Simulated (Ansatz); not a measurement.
# GaN: field gradients at two levels of theory

Cell: a structure deposited in the COD whose atoms were relaxed with PBE, the cell held.

```cif
data_structure
_symmetry_space_group_name_H-M 'P 1'
_symmetry_Int_Tables_number 1
_cell_length_a 3.1800
_cell_length_b 3.1800
_cell_length_c 5.1660
_cell_angle_alpha 90.000
_cell_angle_beta 90.000
_cell_angle_gamma 120.000
_cell_volume 45.24
loop_
_atom_site_label
_atom_site_type_symbol
_atom_site_fract_x
_atom_site_fract_y
_atom_site_fract_z
_atom_site_occupancy
Ga1 Ga 0.33333 0.66667 0.00394 1
Ga2 Ga 0.66667 0.33333 0.50394 1
N3 N 0.33333 0.66667 0.38106 1
N4 N 0.66667 0.33333 0.88106 1
```

Atoms are numbered from 1 in the order listed; like atoms form one site, named after its first atom.

First run. Method: Kohn–Sham DFT in Ansatz, PBE, plane waves and PAW, scalar-relativistic, 420 eV cutoff, Γ-centred 11×11×6 k-points, Fermi–Dirac smearing 0.02 eV.

| site | atom | V_zz (10²¹ V/m²) | η |
| --- | --- | --- | --- |
| Ga | 1 | 0.43 | 0.00 |
| N | 3 | 0.023 | 0.00 |

Second run. The same atoms and settings, except that spin–orbit coupling is included (fully relativistic PAW files).

Task: What does the second run give?

Result: 

```tsv
site	atom	V_zz	η	change of V_zz
Ga	1	0.43	0.00	0.00
N	3	0.023	0.00	0.00
```

No V_zz moves by more than 0.01.

At this cell the PBE pressure is 7 GPa, so with PBE the cell would grow if it were relaxed.
